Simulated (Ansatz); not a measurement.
# Cu: stationary points along a deformation path

These are results of DFT PBE, scalar-relativistic, plane waves, PAW (Ansatz), not measurements. Cutoff 420 eV, Γ-centred 24×24×24 k-points, Gaussian smearing of 0.15 eV. No spin polarisation. Energies are free energies at this smearing, counted from the undisturbed cell; pressure is positive in compression.

The starting cell (as given, not relaxed at this level; it stands at 1.8 GPa):

```
CELL_PARAMETERS angstrom
0.00000 1.80750 1.80750
1.80750 0.00000 1.80750
1.80750 1.80750 0.00000
ATOMIC_POSITIONS crystal
Cu 0.00000 0.00000 0.00000
```

At fixed volume and fractional coordinates, lengths along (0.577, 0.577, 0.577) are scaled against those across it; ρ is that ratio over its starting value. V = 11.810 Å³/atom. Δσ is the stress along the axis less the mean stress across it (compression positive).

```csv
ρ,ΔE (meV/atom),Δσ (GPa),space group
0.500,614.1,0.00,Pm-3m
0.600,526.8,18.94,R-3m
0.710,323.2,27.95,R-3m
0.850,92.2,20.73,R-3m
0.930,21.7,11.36,R-3m
1.000,0.0,0.00,Fm-3m
1.080,26.6,-13.98,R-3m
1.200,147.9,-33.63,R-3m
1.410,543.7,-65.07,R-3m
1.700,1301.9,-106.87,R-3m
2.000,2406.0,-174.26,R-3m
```

How does the stress give the slope of the energy, and where is the energy stationary?

Along the path d ln(length) is 2/3 d ln ρ on the axis and −1/3 d ln ρ across it, so dE/d ln ρ = −(2/3) V Δσ: the energy falls with ρ where Δσ is positive. Δσ vanishes or changes sign at ρ = 0.500 (Pm-3m, an end of the scan), at 614.1 meV/atom; at ρ = 1.000 (Fm-3m), a minimum at 0.0 meV/atom. Pairs of stationary points between two samples would go unseen, and could change a minimum read from distant neighbours into a maximum. At ρ = 0.500, 1.000 the cell is cubic, where symmetry alone makes the stress isotropic and the slope zero.

Which shear constant sets the curvature at ρ = 1?

For a cubic crystal E/V = (2/3) C (ln ρ)² with C = C44, so Δσ = −2C ln ρ. The parabola of Δσ against ln ρ through ρ = 0.930, 1 and 1.080 gives C ≈ 84 GPa with the ions clamped, rough because the steps are large. It is the stress–strain coefficient at this cell's pressure of 1.8 GPa, not the zero-pressure constant.

In a metal these slopes depend on the k mesh and the smearing.